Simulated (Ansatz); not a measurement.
## La: a sweep of one setting

```yaml
crystal:
  lattice:
    - [0.00000, 2.64800, 2.64800]
    - [2.64800, 0.00000, 2.64800]
    - [2.64800, 2.64800, 0.00000]
  atoms:
    - { symbol: La, position: [0.00000, 0.00000, 0.00000] }
```

The cell is COD entry 9008472, as deposited and not checked against the literature; nothing was relaxed.

No spin–orbit coupling, which matters for the heavy atoms here.

The calculation used DFT, PBE, all-electron LAPW, scalar-relativistic in Ansatz 0.2.0.

Settings: a Γ-centred 12×12×12 k mesh, Fermi–Dirac smearing of 0.05 eV, basis error target 0.25 meV/atom, no spin polarisation. One setting is then changed at a time.

| basis error target (meV/atom) | free energy less the base's (meV/atom) | P (GPa) | cutoff chosen (eV) |
| --- | --- | --- | --- |
| 0.25 (base) | 0.0 | -0.23 | 139 |
| 3 | 0.3 | -0.23 | 106 |
| 10 | ? | -0.23 | 91 |
| 30 | ? | -0.22 | 78 |
| 0.1 | 0.0 | -0.23 | 152 |

Problem. Fill in "free energy less the base's (meV/atom)" for the row "30".

Solution. 3.7.

Problem. Give the missing entry: row "10", column "free energy less the base's (meV/atom)".

Solution. 1.2.
